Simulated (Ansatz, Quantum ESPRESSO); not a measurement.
Given: the input of a run of Ansatz 0.2.0 on MoS2. 

Contents of input.yaml:

```yaml
crystal:
  lattice:
    - [3.1841260822, 0.0, 0.0]
    - [-1.5920630411, 2.757534076, 0.0]
    - [0.0, 0.0, 17.33459995]
  atoms:
    - { symbol: Mo, position: [0.0, 0.0, 0.0] }
    - { symbol: S, position: [0.3333333333, 0.6666666667, 0.91050702] }
    - { symbol: S, position: [0.3333333333, 0.6666666667, 0.08949298] }
hamiltonian:
  xc: pbesol
  pseudopotentials: { kind: paw }
kpoints:
  mp_grid: { grid: [10, 10, 2] }
scf:
  occupations: { method: fermi_dirac, width: 0.05 }
output:
  forces: true
  stress: true
  eigenvalues: true
```

Potentials or basis: Ansatz PAW.

Command:

```bash
$ ansatz run input.yaml --threads 1 --pin off --max-ram 3584MiB --backend cpu --events-out ev --progress --plain --runs-dir out
```

Problem. What does the same run look like in Quantum ESPRESSO 7.5? Potentials or basis there: GBRV 1.5 PBEsol, cutoff 612 eV.

Solution. As run (cutoffs and basis follow the program's own potentials, and thresholds, step limits or extra output files can differ):

pw.in

```
&CONTROL
  calculation = 'scf'
  prefix = 'pwscf'
  outdir = './tmp'
  pseudo_dir = './pseudo'
  tprnfor = .true.
  tstress = .true.
  disk_io = 'low'
/
&SYSTEM
  ibrav = 0
  celldm(1) = 8
  nat = 3
  ntyp = 2
  ecutwfc = 45
  ecutrho = 360
  nbnd = 20
  occupations = 'smearing'
  smearing = 'fd'
  degauss = 0.00367493
/
&ELECTRONS
  conv_thr = 6d-10
  electron_maxstep = 120
  mixing_beta = 0.5
/
ATOMIC_SPECIES
Mo    95.9500 mo_pbesol_v1.uspp.F.UPF
S     32.0600 s_pbesol_v1.4.uspp.F.UPF
CELL_PARAMETERS alat
  0.7521407802045   0.0000000000000   0.0000000000000
 -0.3760703901022   0.6513730228704   0.0000000000000
  0.0000000000000   0.0000000000000   4.0947057981814
ATOMIC_POSITIONS crystal
Mo     0.0000000000    0.0000000000    0.0000000000
S      0.3333333333    0.6666666667    0.9105070200
S      0.3333333333    0.6666666667    0.0894929800
K_POINTS automatic
10 10 2 0 0 0
```

The input pp_density.in:

```
&INPUTPP
  prefix = 'pwscf'
  outdir = './tmp'
  filplot = 'density.dat'
  plot_num = 0
/
&PLOT
  nfile = 1
  filepp(1) = 'density.dat'
  iflag = 3
  output_format = 6
  fileout = 'density.cube'
/
```

The input pp_potential.in:

```
&INPUTPP
  prefix = 'pwscf'
  outdir = './tmp'
  filplot = 'potential.dat'
  plot_num = 11
/
&PLOT
  nfile = 1
  filepp(1) = 'potential.dat'
  iflag = 3
  output_format = 6
  fileout = 'potential.cube'
/
```

Potentials or basis: GBRV 1.5 PBEsol.

Command:

```console
$ OMP_NUM_THREADS=1 mpirun -n 2 pw.x -nk 2 -in pw.in > pw.out
$ OMP_NUM_THREADS=1 mpirun -n 1 pp.x -in pp_density.in > pp_density.out
$ OMP_NUM_THREADS=1 mpirun -n 1 pp.x -in pp_potential.in > pp_potential.out
```

Both were run:

|  | Ansatz | Quantum ESPRESSO |
| --- | --- | --- |
| Largest force | 0.148 eV/Å | 0.165 eV/Å |

Ansatz's potentials were made for PBE.

Where Ansatz's input types no cutoff or centring, it takes its own default and a Γ-centred mesh.
